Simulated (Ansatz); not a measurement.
The calculation used DFT PBE, scalar-relativistic, plane waves, PAW (Ansatz 0.2.0). Settings: cutoff 420 eV, Γ-centred meshes spaced at most about 0.3 Å⁻¹, and about 0.25 Å⁻¹ or finer for metals (2π included), Gaussian smearing. No spin polarisation in the final relaxations.

These are static total energies at zero pressure.

Two relaxed structures of AlH6:

1.

```cif
data_structure
_symmetry_space_group_name_H-M 'P6/mmm'
_symmetry_Int_Tables_number 191
_cell_length_a 5.9470
_cell_length_b 5.9470
_cell_length_c 2.5586
_cell_angle_alpha 90.000
_cell_angle_beta 90.000
_cell_angle_gamma 120.000
_cell_volume 78.37
loop_
_atom_site_label
_atom_site_type_symbol
_atom_site_symmetry_multiplicity
_atom_site_Wyckoff_symbol
_atom_site_fract_x
_atom_site_fract_y
_atom_site_fract_z
_atom_site_occupancy
Al1 Al 1 b 0.00000 0.00000 0.50000 1
H1 H 6 k 0.56494 0.00000 0.50000 1
```

2.

```cif
data_structure
_symmetry_space_group_name_H-M 'P4mm'
_symmetry_Int_Tables_number 99
_cell_length_a 3.5403
_cell_length_b 3.5403
_cell_length_c 8.5152
_cell_angle_alpha 90.000
_cell_angle_beta 90.000
_cell_angle_gamma 90.000
_cell_volume 106.73
loop_
_atom_site_label
_atom_site_type_symbol
_atom_site_symmetry_multiplicity
_atom_site_Wyckoff_symbol
_atom_site_fract_x
_atom_site_fract_y
_atom_site_fract_z
_atom_site_occupancy
Al1 Al 1 b 0.50000 0.50000 0.60456 1
H1 H 4 e 0.39476 0.00000 0.11718 1
H2 H 2 c 0.50000 0.00000 0.58396 1
```

**Question.** Which would you expect to be lower, and how large is the difference?

**Answer.** Cell 2 is lower, by 14 meV/atom. Cell 1 has space group P6/mmm (No. 191), 11.2 Å³/atom and no gap on its mesh; cell 2 has space group P4mm (No. 99), 15.2 Å³/atom and no gap. Counting H atoms around Al (those within 1.25 times the shortest such distance or 1.15 times the sum of covalent radii, 1.27 where that leaves under three; the shortest distance is added where it exceeds 1.18 times the sum of covalent radii), cell 1 has Al 6 from 2.6 Å and cell 2 has Al 4. Cell 1 and cell 2 both hold H–H pairs as short as in free H₂ molecules. Even the lower one lies +0.25 eV/atom against the reference forms of the elements (uncorrected), so neither is stable at this level. In cell 1, around Al lie 2 Al at 2.56 Å and 6 H at 2.59 Å; H is surrounded by 1 H at 0.77 Å, 4 H at 2.56–2.59 Å, 1 Al at 2.59 Å and 2 H at 2.67 Å. In cell 2, around Al lie 4 H at 1.78 Å; around H on a site of symmetry m lies 1 H at 0.75 Å; H on a site of symmetry 2mm has 2 Al at 1.78 Å. Both come from invented guesses.

For metals, differences of a few meV/atom aren't resolved. Weakly bound directions are ill-defined at this level, which has no dispersion term (P6/mmm, P4mm), and this can change margins and order among such cells. With hydrogen, zero-point motion can shift such differences by 10 meV/atom or more. A magnetic state wasn't ruled out in cells without spin, among them P6/mmm, P4mm. Cells relaxed within their symmetry can be saddle points.
